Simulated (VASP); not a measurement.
Input of a VASP 6.6.1 run:

The input INCAR:

```
SYSTEM = IrO2
PREC = Accurate ; ENCUT = 520
EDIFF = 1E-6 ; ISMEAR = -1
SIGMA = 0.1 ; LREAL = .FALSE.
LASPH = .TRUE. ; NELM = 80
ALGO = Fast ; ISIF = 2
LWAVE = .FALSE. ; LCHARG = .FALSE.
GGA = PE ; NBANDS = 30
```

The input KPOINTS:

```
Automatic mesh
0
G
  8 8 11
  0 0 0
```

File POSCAR:

```
IrO2
1.0
    4.5555510000      0.0000000000      0.0000000000
    0.0000000000      4.5555510000      0.0000000000
    0.0000000000      0.0000000000      3.1855450000
Ir O
2 4
Direct
    0.0000000000      0.0000000000      0.0000000000
    0.5000000000      0.5000000000      0.5000000000
    0.3110000000      0.3110000000      0.0000000000
    0.1890000000      0.8110000000      0.5000000000
    0.6890000000      0.6890000000      0.0000000000
    0.8110000000      0.1890000000      0.5000000000
```

Potentials or basis: VASP PAW PBE potentials, release 64 (Ir, O).

Command:

```console
$ cat potpaw_PBE.64/Ir/POTCAR potpaw_PBE.64/O/POTCAR > POTCAR
$ mpirun -np 1 vasp_std > vasp.out
```

(1) Estimate the band gap on the k mesh.

(2) Estimate the largest force.

(3) Estimate the pressure.

Results:

(1) none (metal or under the smearing width).

(2) 0.516 eV/Å.

(3) -0.6 GPa.
